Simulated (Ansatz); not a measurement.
All-electron card of BaTe

```xyz
2
Lattice="4.2424 0.0000 0.0000 0.0000 4.2424 0.0000 0.0000 0.0000 4.2424" Properties=species:S:1:pos:R:3 pbc="T T T"
Ba    0.0000    0.0000    0.0000
Te    2.1212    2.1212    2.1212
```

Atom numbers follow the list: Ba1, Te2.

The structure comes from a relaxation in the same program, started in the CsCl type, and has space group Pm-3m. Whether it is a known phase or the ground state wasn't checked.

No spin–orbit coupling, which matters for the heavy atoms here.

All numbers are computed: DFT, PBE, all-electron LAPW, scalar-relativistic (Ansatz 0.2.0); DFT, PBE, PAW with Ansatz's default frozen-core files, scalar-relativistic (Ansatz 0.2.0).

For LAPW: a Γ-centred 9×9×9 k mesh, Fermi–Dirac smearing of 0.05 eV, basis error target 1 meV/atom, no spin polarisation. PAW takes a cutoff of 420 eV at this cell. The Ansatz runs share mesh, smearing and spin set-up. Values come from LAPW unless marked.

```yaml
Band_gap: 0.86 eV, indirect from M (0.5, 0.5, 0) to Γ
Smallest_direct_gap_on_the_path: 1.07 eV
Löwdin_charges_with_0.34_e_of_the_cell_spilling_out_of_the_atomic_basis_so_their_sizes_and_signs_hang_on_that_basis: Ba1 1.59, Te2 -1.25 e
Bader_charges_from_the_PAW_run: Ba1 +1.33, Te2 -1.33 e
Volume_per_atom: 38.18 Å³
Pressure_at_this_cell: 0.03 GPa
```
